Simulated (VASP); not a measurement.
# HfN (F-43m) in VASP: a series of runs, part 2 of 2

VASP 6.6.1.

**3. Single point, HSE06 (supercell [3, 3, 4], atoms moved at random, drawn with an rms of 0.05 Å)**

Input file POSCAR:

```
HfN
1.0
    0.0000000000      7.3644660000      7.3644660000
    7.3644660000      0.0000000000      7.3644660000
    9.8192880000      9.8192880000      0.0000000000
Hf N
36 36
Direct
    0.0016430000     -0.0002970000      0.0012780000
    0.0054070000     -0.0035890000      0.2487100000
    0.0030200000     -0.0015350000      0.4995110000
    0.0005720000      0.0016550000      0.7496580000
    0.0001860000      0.3311830000     -0.0006370000
   -0.0017350000      0.3338760000      0.2514220000
    0.0010850000      0.3322810000      0.4984000000
    0.0052480000      0.3321870000      0.7500180000
    0.0013190000      0.6646360000     -0.0067600000
    0.0017380000      0.6658140000      0.2493490000
   -0.0073480000      0.6724760000      0.5021130000
   -0.0014930000      0.6708610000      0.7530960000
    0.3313650000      0.0026510000     -0.0035590000
    0.3292200000      0.0013300000      0.2493350000
    0.3313560000      0.0015770000      0.4985970000
    0.3321800000     -0.0009090000      0.7509740000
    0.3345930000      0.3333810000      0.0017780000
    0.3354690000      0.3291550000      0.2506340000
    0.3312220000      0.3391700000      0.4983090000
    0.3301910000      0.3351970000      0.7485410000
    0.3317780000      0.6642210000      0.0020000000
    0.3350450000      0.6630540000      0.2493260000
    0.3310420000      0.6622410000      0.5040390000
    0.3347040000      0.6640840000      0.7527140000
    0.6703670000     -0.0026670000     -0.0004770000
    0.6611210000     -0.0004900000      0.2531050000
    0.6675620000      0.0022630000      0.4979670000
    0.6605160000      0.0012820000      0.7496300000
    0.6649470000      0.3324450000      0.0033670000
    0.6685300000      0.3333780000      0.2499640000
    0.6652110000      0.3344030000      0.5018750000
    0.6647600000      0.3260710000      0.7546560000
    0.6641130000      0.6634140000      0.0020160000
    0.6664190000      0.6704280000      0.2481960000
    0.6707680000      0.6675300000      0.4989680000
    0.6610190000      0.6661460000      0.7515600000
    0.0781330000      0.0857290000      0.0660600000
    0.0843850000      0.0857530000      0.3111260000
    0.0818370000      0.0819190000      0.5636640000
    0.0816270000      0.0877520000      0.8106210000
    0.0721010000      0.4178530000      0.0662660000
    0.0852280000      0.4106950000      0.3188640000
    0.0853680000      0.4112070000      0.5627730000
    0.0847390000      0.4174290000      0.8103830000
    0.0843650000      0.7482490000      0.0625750000
    0.0824670000      0.7469950000      0.3121730000
    0.0788050000      0.7500760000      0.5624630000
    0.0801480000      0.7529660000      0.8147270000
    0.4143020000      0.0847670000      0.0629880000
    0.4140150000      0.0812630000      0.3153520000
    0.4116160000      0.0840820000      0.5644840000
    0.4210200000      0.0856090000      0.8080420000
    0.4150330000      0.4095920000      0.0642150000
    0.4180200000      0.4143490000      0.3142330000
    0.4198460000      0.4163390000      0.5608230000
    0.4197590000      0.4144270000      0.8162070000
    0.4174690000      0.7489020000      0.0615130000
    0.4167380000      0.7506370000      0.3123540000
    0.4205890000      0.7437360000      0.5620930000
    0.4230380000      0.7489950000      0.8096700000
    0.7474250000      0.0821110000      0.0649230000
    0.7436240000      0.0850690000      0.3199720000
    0.7485980000      0.0784020000      0.5638170000
    0.7512190000      0.0871100000      0.8101830000
    0.7426030000      0.4242340000      0.0597640000
    0.7558970000      0.4114540000      0.3114670000
    0.7504380000      0.4236770000      0.5589180000
    0.7444760000      0.4237090000      0.8133900000
    0.7487460000      0.7460990000      0.0633690000
    0.7436200000      0.7551740000      0.3143240000
    0.7471720000      0.7518530000      0.5626420000
    0.7484920000      0.7467400000      0.8132230000
```

Input file INCAR.step1:

```
SYSTEM = HfN
PREC = Accurate ; ENCUT = 520
EDIFF = 1E-5 ; ISMEAR = 0
SIGMA = 0.05 ; LREAL = Auto
LASPH = .TRUE. ; NELM = 60
ALGO = Normal ; ISIF = 2
LWAVE = .TRUE. ; LCHARG = .FALSE.
NSIM = 4 ; GGA = PE
LUSENCCL = .FALSE.
```

Input file INCAR.step2:

```
SYSTEM = HfN
PREC = Accurate ; ENCUT = 520
EDIFF = 1E-5 ; ISMEAR = 0
SIGMA = 0.05 ; LREAL = Auto
LASPH = .TRUE. ; NELM = 60
ALGO = Normal ; ISIF = 2
LWAVE = .FALSE. ; LCHARG = .FALSE.
GGA = PE ; LHFCALC = .TRUE.
HFSCREEN = 0.2 ; PRECFOCK = Fast
NSIM = 4 ; ISTART = 1
LUSENCCL = .FALSE.
```

Input file KPOINTS:

```
regular mesh
0
G
  1 1 1
  0 0 0
```

Potentials or basis: VASP PAW PBE potentials, release 64 (Hf_pv, N).

Launch:

```bash
$ cat potpaw_PBE.64/Hf_pv/POTCAR potpaw_PBE.64/N/POTCAR > POTCAR
$ cp INCAR.step1 INCAR
$ mpirun -np 1 vasp_gam > vasp.out
$ cp INCAR.step2 INCAR
$ mpirun -np 1 vasp_gam > vasp.out
```

Wall time 16 min (1 × NVIDIA H100 80GB with 1 thread of AMD EPYC 7R13 (Zen 3), shared host); peak memory 1.9 GiB.

The run converged, but some of its settings lie outside the range that counts as converged, so its numbers aren't taken as properties of the crystal.

Results:

```
Free energy            : -893.4023 eV
Pressure               : -4.3 GPa
Largest force          : 2.509 eV/Å
Band gap on the k mesh : 0.23 eV
```

Caveat: the k mesh is coarse (spacing up to 0.74 Å⁻¹), so the values aren't converged, least of all with exact exchange; the PAW data sets were made with another functional, which shifts forces and pressure a little; spin-orbit coupling is left out, which moves the levels of the heavy elements; an odd mesh through Γ misses points on the zone boundary, where band edges often lie.

**4. Single point, PBE (supercell [5, 5, 4], atoms moved at random, drawn with an rms of 0.05 Å)**

Input file INCAR:

```
SYSTEM = HfN
PREC = Accurate ; ENCUT = 520
EDIFF = 1E-5 ; ISMEAR = 0
SIGMA = 0.05 ; LREAL = Auto
LASPH = .True. ; NELM = 80
ALGO = Normal ; ISIF = 2
LWAVE = .False. ; LCHARG = .False.
GGA = PE ; NBANDS = 856
NSIM = 8 ; LUSENCCL = .False.
```

Input file KPOINTS:

```
regular mesh
0
Gamma
  1 1 1
  0 0 0
```

Input file POSCAR:

```
HfN
1.0
    0.0000000000     12.2741100000     12.2741100000
   12.2741100000      0.0000000000     12.2741100000
    9.8192880000      9.8192880000      0.0000000000
Hf N
100 100
Direct
    0.0009860000     -0.0001780000      0.0012780000
    0.0032440000     -0.0021530000      0.2487100000
    0.0018120000     -0.0009210000      0.4995110000
    0.0003430000      0.0009930000      0.7496580000
    0.0001120000      0.1987100000     -0.0006370000
   -0.0010410000      0.2003260000      0.2514220000
[... 192 lines left out ...]
    0.8505780000      0.8480850000      0.5603650000
    0.8469860000      0.8491500000      0.8174120000
```

Potentials or basis: VASP PAW PBE potentials, release 64 (Hf_pv, N).

Launch:

```bash
$ cat potpaw_PBE.64/Hf_pv/POTCAR potpaw_PBE.64/N/POTCAR > POTCAR
$ mpirun -np 1 vasp_gam > vasp.out
```

OUTCAR:

```text
SYSTEM = HfN
   PREC = Accurate
   ENCUT = 520
   EDIFF = 1E-5
   ISMEAR = 0
   LREAL = Auto
   LASPH = .True.
   NELM = 80
   ISIF = 2
   GGA = PE

 ion  position               nearest neighbor table
   1  0.001  1.000  0.001- 101 2.08 181 2.14 117 2.15 104 2.15  37 3.42   5 3.43  21 3.43   2 3.44
                            82 3.45  24 3.46  17 3.47   8 3.48  18 3.49   4 3.49  81 3.50  85 3.50
   2  0.003  0.998  0.249- 102 2.11 101 2.12 118 2.13 182 2.17  21 3.41  38 3.42  19 3.42  22 3.44
                             1 3.44   5 3.47  82 3.47   3 3.48  18 3.48  83 3.48   6 3.50  86 3.53
   3  0.002  0.999  0.500- 119 2.08 102 2.13 103 2.15 183 2.18  19 3.43  23 3.43  39 3.45  20 3.45
                             7 3.46  22 3.47   6 3.47   4 3.48   2 3.48  83 3.49  84 3.50  87 3.51
   4  0.000  0.001  0.750- 103 2.10 104 2.15 120 2.18 184 2.18  23 3.43  40 3.45   7 3.47   8 3.47
                            81 3.47   3 3.48  24 3.48   1 3.49  84 3.49  17 3.49  20 3.50  88 3.52
   5  0.000  0.199  0.999- 105 2.12 101 2.12 185 2.12 108 2.14   8 3.43   1 3.43   9 3.44  28 3.44
                            85 3.46  21 3.46  86 3.47   2 3.47  12 3.48   6 3.50  25 3.51  89 3.51
   6  0.999  0.200  0.251- 106 2.09 186 2.12 102 2.15 105 2.16   7 3.44  26 3.44  90 3.44  10 3.46
                             3 3.47  87 3.48  86 3.48   2 3.50   5 3.50  22 3.51  25 3.51   9 3.52
   7  0.001  0.199  0.498- 103 2.09 106 2.13 107 2.14 187 2.14  26 3.40   6 3.44   3 3.46  91 3.46
                            10 3.47   4 3.47  23 3.47  27 3.48  87 3.49   8 3.52  88 3.52  11 3.53
[... 1237 lines left out ...]

  FORCE on cell =-STRESS in cart. coord.  units (eV):
  Direction    XX          YY          ZZ          XY          YZ          ZX
  --------------------------------------------------------------------------------------
  -------------------------------------------------------------------------------------
  Total        6.2910715      7.9144795      7.1175159      9.2286271      0.8692436     -4.6451869
  in kB        3.4067886      4.2859088      3.8543310      4.9975559      0.4707194     -2.5154967
  external PRESSURE =       3.8490095 kB  Pullay stress =       0.0000000 kB

 VOLUME and BASIS-vectors are now :
 -----------------------------------------------------------------------------
  energy-cutoff  :      520.00
  volume of cell :     2958.63
      direct lattice vectors                 reciprocal lattice vectors
     0.000000000 12.274110000 12.274110000    -0.040736151  0.040736151  0.040736151
    12.274110000  0.000000000 12.274110000     0.040736151 -0.040736151  0.040736151
     9.819288000  9.819288000  0.000000000     0.050920189  0.050920189 -0.050920189

 POSITION                                       TOTAL-FORCE (eV/Angst)
 -----------------------------------------------------------------------------------
     12.28447      0.02465     12.28403        -0.306009     -0.389045     -0.643024
     14.68984      2.48197     12.28750         0.578425     -0.049935     -0.535226
     17.16765      4.92708     12.28505         0.526582     -0.456996     -0.079559
      7.37330      7.36532      0.01640         0.193952      0.454155     -0.657215
     12.25202      9.81441      2.44036         0.476440      0.131315      0.127170
      4.92761     14.73012     14.72016        -0.560509     -0.106255     -0.339891
[... 192 lines left out ...]
     15.91187     15.94247     20.84958         0.401221      0.190842     -0.053655
     18.44896     18.42240     20.81856        -0.295896     -0.381074      0.902771
 -----------------------------------------------------------------------------------
    total drift:                                0.011013      0.008622     -0.023522

  FREE ENERGIE OF THE ION-ELECTRON SYSTEM (eV)
  ---------------------------------------------------
  free  energy   TOTEN  =     -2116.2007890601 eV

  energy  without entropy=    -2116.0474670574  energy(sigma->0) =    -2116.12412806
```

OSZICAR:

```text
N       E                     dE             d eps       ncg     rms          rms(c)
DAV:   1     0.145463960614E+05    0.14546E+05   -0.93158E+05  1712   0.181E+03
DAV:   2    -0.971383596186E+03   -0.15518E+05   -0.15052E+05  2008   0.527E+02
DAV:   3    -0.241671142308E+04   -0.14453E+04   -0.14106E+04  2016   0.128E+02
[... 13 lines left out ...]
DAV:  17    -0.211620095609E+04    0.13021E-03   -0.15567E-03  2032   0.702E-02    0.306E-01
DAV:  18    -0.211620087931E+04    0.76775E-04   -0.12789E-03  2096   0.681E-02    0.157E-01
DAV:  19    -0.211620080713E+04    0.72181E-04   -0.44130E-04  2064   0.370E-02    0.109E-01
DAV:  20    -0.211620079302E+04    0.14116E-04   -0.95218E-05  1968   0.141E-02    0.694E-02
DAV:  21    -0.211620078906E+04    0.39564E-05   -0.36240E-05  1504   0.925E-03
   1 F= -.21162008E+04 E0= -.21161241E+04  d E =-.153322E+00
```

stdout:

```text
Offloading initialized ...    1 GPUs detected
 POSCAR found type information on POSCAR HfN
 POSCAR found :  2 types and     200 ions
 scaLAPACK will be used selectively (only on CPU)
 LDA part: xc-table for (Slater+PW92), standard interpolation
 POSCAR, INCAR and KPOINTS ok, starting setup
 FFT: planning ... GRIDC
 FFT: planning ... GRID_SOFT
 FFT: planning ... GRID
 WAVECAR not read
 entering main loop
```

It took 8.1 min on 1 × NVIDIA H100 80GB with 1 thread of AMD EPYC 7R13 (Zen 3), shared host; peak memory 4 GiB.

The run converged, but some of its settings lie outside the range that counts as converged, so its numbers aren't taken as properties of the crystal.

What came out:

| Quantity | Value |
| --- | --- |
| Free energy | -2116.2008 eV |
| Pressure | 0.4 GPa |
| Largest force | 1.760 eV/Å |
| Band gap on the k mesh | 0.04 eV |

Caveat: the k mesh is coarse (spacing up to 0.55 Å⁻¹), so the values aren't converged; spin-orbit coupling is left out, which moves the levels of the heavy elements; an odd mesh through Γ misses points on the zone boundary, where band edges often lie; forces of over 1 eV/Å show positions far from the minimum, so gaps and moduli don't describe the material at rest.

**5. For comparison**

An earlier run on the cell as given: functional PBEsol; potentials or basis VASP PAW PBE potentials, release 64 (Hf_pv, N); cutoff 520 eV; k mesh 9 × 9 × 9; occupations fermi-dirac, width 0.05 eV; no spin polarisation.

- Pressure: -5.9 GPa
- Band gap on the k mesh: none (metal or under the smearing width)
